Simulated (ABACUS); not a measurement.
# BaTiO3 (P1) in ABACUS: further runs, part 2 of 2

ABACUS 3.10.1. Earlier steps stand in the parts before.

### 5 Single point, PBE

File run_abacus.py:

```python
"""ABACUS run from a structure file: ASE reads it, the script writes STRU, KPT and INPUT."""
import re
import subprocess
from ase.io import read
from ase.units import Bohr

atoms = read("BaTiO3.cif")
atoms = atoms[(-atoms.numbers).argsort(kind="stable")]  # ABACUS lists atoms element by element
pseudo = {'Ba': 'Ba_ONCV_PBE-1.2.upf', 'Ti': 'Ti_ONCV_PBE-1.2.upf', 'O': 'O_ONCV_PBE-1.2.upf'}
orbital = {}
magmoms = None
kmesh = [5, 4, 5]
params = {
    'suffix': 'BaTiO3',
    'calculation': 'scf',
    'basis_type': 'pw',
    'pseudo_dir': './',
    'symmetry': 1,
    'dft_functional': 'pbe',
    'ecutwfc': 84,
    'pseudo_rcut': 7,
    'nspin': 1,
    'nbands': 24,
    'ks_solver': 'dav',
    'smearing_method': 'fd',
    'smearing_sigma': 0.00367493,
    'scf_thr': 1e-08,
    'scf_nmax': 100,
    'mixing_type': 'broyden',
    'mixing_beta': 0.7,
    'cal_force': 1,
    'cal_stress': 1,
    'out_chg': 1,
    'out_pot': 2,
    'out_elf': 1,
}

symbols = atoms.get_chemical_symbols()
elements = list(dict.fromkeys(symbols))
lines = ["ATOMIC_SPECIES"] + [f"{e} {atoms.get_masses()[symbols.index(e)]:.4f} {pseudo[e]}" for e in elements]
if orbital:
    lines += ["", "NUMERICAL_ORBITAL"] + [orbital[e] for e in elements]
lines += ["", "LATTICE_CONSTANT", f"{1 / Bohr:.10f}", "", "LATTICE_VECTORS"]
lines += [" ".join(f"{x:.10f}" for x in v) for v in atoms.cell]
lines += ["", "ATOMIC_POSITIONS", "Direct"]
for e in elements:
    lines += ["", e, "0.0", str(symbols.count(e))]
    for i, p in enumerate(atoms.get_scaled_positions(wrap=False)):
        if symbols[i] == e:
            mag = "" if magmoms is None else " mag " + " ".join(str(x) for x in (magmoms[i] if isinstance(magmoms[i], list) else [magmoms[i]]))
            lines.append(" ".join(f"{x:.10f}" for x in p) + " 1 1 1" + mag)
open("STRU", "w").write("\n".join(lines) + "\n")
open("KPT", "w").write("K_POINTS\n0\nGamma\n%d %d %d 0 0 0\n" % tuple(kmesh))
open("INPUT", "w").write("INPUT_PARAMETERS\n" + "".join(f"{k:<20s}{v}\n" for k, v in params.items()))

done = subprocess.run(['mpirun', '-np', '4', 'abacus'])
if done.returncode:
    raise SystemExit(done.returncode)
log = open("OUT.BaTiO3/running_scf.log").read()
print("final energy (eV):", re.findall(r"FINAL_ETOT_IS (\S+)", log))
```

File BaTiO3.cif:

```cif
data_BaTiO3
_cell_length_a 3.75275920
_cell_length_b 4.52573329
_cell_length_c 3.79350846
_cell_angle_alpha 93.52256709
_cell_angle_beta 80.29560017
_cell_angle_gamma 98.03236172
_space_group_name_H-M_alt 'P1'
_space_group_name_Hall 'P 1'
_space_group_IT_number 1
loop_
_space_group_symop_operation_xyz
'x,y,z'
loop_
_atom_site_label
_atom_site_type_symbol
_atom_site_symmetry_multiplicity
_atom_site_Wyckoff_symbol
_atom_site_fract_x
_atom_site_fract_y
_atom_site_fract_z
_atom_site_occupancy
Ba1 Ba 1 a 0.0036372600 0.9972694200 0.9985015400 1
Ti1 Ti 1 a 0.5002452300 0.5116078500 0.5101821300 1
O1 O 1 a 0.9983542100 0.4928168200 0.4950359800 1
O2 O 1 a 0.4999067000 0.5015397800 0.9945381500 1
O3 O 1 a 0.4978566000 0.9929861300 0.4979621900 1
```

Potentials or basis: SG15 ONCV 1.2 PBE, plane waves.

Command:

```bash
$ OMP_NUM_THREADS=1 python run_abacus.py > log
```

running log:

```text
ABACUS v3.10.1

               Atomic-orbital Based Ab-initio Computation at UStc

 ------------------------------------------------------------------------------------

 READING GENERAL INFORMATION
                           global_out_dir = OUT.BaTiO3/
                           global_in_card = INPUT
                               pseudo_dir = ./
                              orbital_dir =
                                    DSIZE = 4
                                    GSIZE = 1

 READING UNITCELL INFORMATION
                                    ntype = 3
                  lattice constant (Bohr) = 1.88973
              lattice constant (Angstrom) = 1

 READING ATOM TYPE 1
                               atom label = Ba
                      L=0, number of zeta = 1
                      L=1, number of zeta = 1
                      L=2, number of zeta = 1
             number of atom for this type = 1

 READING ATOM TYPE 2
                               atom label = Ti
                      L=0, number of zeta = 1
                      L=1, number of zeta = 1
                      L=2, number of zeta = 1
             number of atom for this type = 1

[... 413 lines left out ...]
 E_KohnSham     -263.2517575236      -3581.7239108350
 E_KS(sigma->0) -263.2517554454      -3581.7238825600
 E_Harris       -263.2513920304      -3581.7189380459
 E_band         -9.2489459917        -125.8383659814
 E_one_elec     -72.9089880958       -991.9776735168
 E_Hartree      59.9466373675        815.6158441383
 E_xc           -43.2398624342       -588.3085098417
 E_Ewald        -207.0495402048      -2817.0535150648
 E_entropy(-TS) -0.0000041563        -0.0000565499
 E_descf        0.0000000000         0.0000000000
 E_exx          0.0000000000         0.0000000000
 E_Fermi        0.8707183861         11.8467314037
----------------------------------------------------------

 charge density convergence is achieved
 final etot is -3581.7239108 eV
 EFERMI = 11.846731404 eV
The vacuum level is 12.061966492 eV

 STATE ENERGY(eV) AND OCCUPATIONS    NSPIN == 1
 1/51 kpoint (Cartesian) = 0.0000 0.0000 0.0000 (1380 pws)
       1       -45.7776      0.0200000
       2       -22.1164      0.0200000
       3       -22.0708      0.0200000
       4       -21.9890      0.0200000
       5       -13.9488      0.0200000
       6       -6.66699      0.0200000
[... 146 lines left out ...]
      23        14.7005    6.51804e-27
      24        15.2368    1.43452e-31

[... levels at 45 further k points ...]

------------------------------------------------------------------------------------------
 TOTAL-FORCE (eV/Angstrom)
------------------------------------------------------------------------------------------
                       Ba1        -0.0484609585         0.2746825075         0.1818967006
                       Ti1        -0.2211594396         0.5722835448        -0.1409232409
                        O1         0.1064563971        -0.1401250272        -0.1424367357
                        O2        -0.0875217554        -0.0256552829         0.0815217165
                        O3         0.2506857565        -0.6811857422         0.0199415595
------------------------------------------------------------------------------------------

----------------------------------------------------------------
 TOTAL-STRESS (KBAR)
----------------------------------------------------------------
       234.3007668884       164.4640092479      -230.8587635005
       164.4640092479       -29.9134663891        14.4723192716
      -230.8587635005        14.4723192716       313.4576792160
----------------------------------------------------------------
 TOTAL-PRESSURE: 172.614993 KBAR

 --------------------------------------------
 !FINAL_ETOT_IS -3581.7239108349826893 eV
 --------------------------------------------
```

Run time: 89 s. Hardware: 4 MPI ranks of Intel Xeon Platinum 8259CL at 2.50GHz (Skylake/Cascade Lake), shared host; peak memory 0.48 GiB.

What came out:

```
Free energy            : -3581.7239 eV
Pressure               : 17.3 GPa
Largest force          : 0.726 eV/Å
Band gap on the k mesh : 0.63 eV, indirect (least direct gap 0.72 eV)
```

Forces on the atoms (eV/Å):
```
Ba  -0.048  0.275  0.182
Ti  -0.221  0.572 -0.141
O    0.106 -0.140 -0.142
O   -0.088 -0.026  0.082
O    0.251 -0.681  0.020
```

Stress tensor (GPa, compression positive):
```
 23.43  16.45 -23.09
 16.45  -2.99   1.45
-23.09   1.45  31.35
```

Caveat: spin-orbit coupling is left out, which moves the levels of the heavy elements; an odd mesh through Γ misses points on the zone boundary, where band edges often lie.

### 6 Single point, PBE

run_abacus.py, as its differences from that of step 5:

```diff
@@ -8,3 +8,3 @@
 atoms = atoms[(-atoms.numbers).argsort(kind="stable")]  # ABACUS lists atoms element by element
-pseudo = {'Ba': 'Ba_ONCV_PBE-1.2.upf', 'Ti': 'Ti_ONCV_PBE-1.2.upf', 'O': 'O_ONCV_PBE-1.2.upf'}
+pseudo = {'Ba': '56_Ba_10_2.8_2.8_pbe_n_v1.0.upf', 'Ti': '22_Ti_12_2.0_2.8_pbe_n_v1.0.upf', 'O': '08_O_6_1.2_1.4_pbe_n_v1.0.upf'}
 orbital = {}
```

BaTiO3.cif is that of step 5.

Potentials or basis: SPMS ONCV 1.0 PBE, plane waves.

Command:

```bash
$ OMP_NUM_THREADS=1 python run_abacus.py > log
```

Run time: 87 s. Hardware: 4 MPI ranks of Intel Xeon Platinum 8259CL at 2.50GHz (Skylake/Cascade Lake), shared host; peak memory 0.48 GiB.

It converged, with:

| Item | Value |
| --- | --- |
| Free energy | -3722.0747 eV |
| Pressure | 17.0 GPa |
| Largest force | 0.731 eV/Å |
| Band gap on the k mesh | 0.63 eV, indirect (least direct gap 0.72 eV) |

Forces in eV/Å, atoms in the order of the input:
```
Ba  -0.047  0.271  0.183
Ti  -0.219  0.570 -0.130
O    0.108 -0.125 -0.153
O   -0.093 -0.031  0.080
O    0.251 -0.686  0.019
```

Stress tensor (GPa, compression positive):
```
 23.06  16.42 -23.06
 16.42  -3.08   1.45
-23.06   1.45  30.98
```

Levels at points of the mesh, in eV from the valence-band top:
```csv
k point,band 18,band 19,band 20,band 21,band 22,band 23
"(0.00, 0.00, 0.00)",-0.93,-0.67,-0.09,0.63,1.04,1.27
"(0.00, 0.50, 0.00)",-2.01,-0.67,-0.40,1.30,1.74,2.00
```

Caveat: there are fewer bands than atomic start orbitals, so a level may be missed at k points of high symmetry; spin-orbit coupling is left out, which moves the levels of the heavy elements; an odd mesh through Γ misses points on the zone boundary, where band edges often lie. Expect the measured gap to be larger: semilocal functionals such as PBE lack the derivative discontinuity.

### 7 The runs side by side

| potentials or basis | cutoff (eV) | gap on the mesh (eV) | pressure (GPa) | largest force (eV/Å) |
| --- | --- | --- | --- | --- |
| PseudoDojo NC SR 0.4.1 PBE standard, plane waves | 1143 | 0.59 | 17.9 | 0.75 |
| PseudoDojo NC SR 0.5 PBE standard, plane waves | 1143 | 0.63 | 16.8 | 0.73 |
| PseudoDojo NC SR 0.5 PBE stringent, plane waves | 1252 | 0.62 | 16.9 | 0.73 |
| SG15 ONCV 1.2 PBE, plane waves | 1143 | 0.63 | 17.3 | 0.73 |
| SPMS ONCV 1.0 PBE, plane waves | 1143 | 0.63 | 17.0 | 0.73 |

Alike in all rows: task single point; level PBE; no spin polarisation; cell as given; k mesh 5 × 4 × 5; smearing fermi-dirac 0.05 eV.

Caveats: spin-orbit coupling is left out, which moves the levels of the heavy elements; an odd mesh through Γ misses points on the zone boundary, where band edges often lie; there are fewer bands than atomic start orbitals, so a level may be missed at k points of high symmetry (some runs); this release of the barium file is off (some runs).

Absolute energies hang on the potentials; compare differences alone.
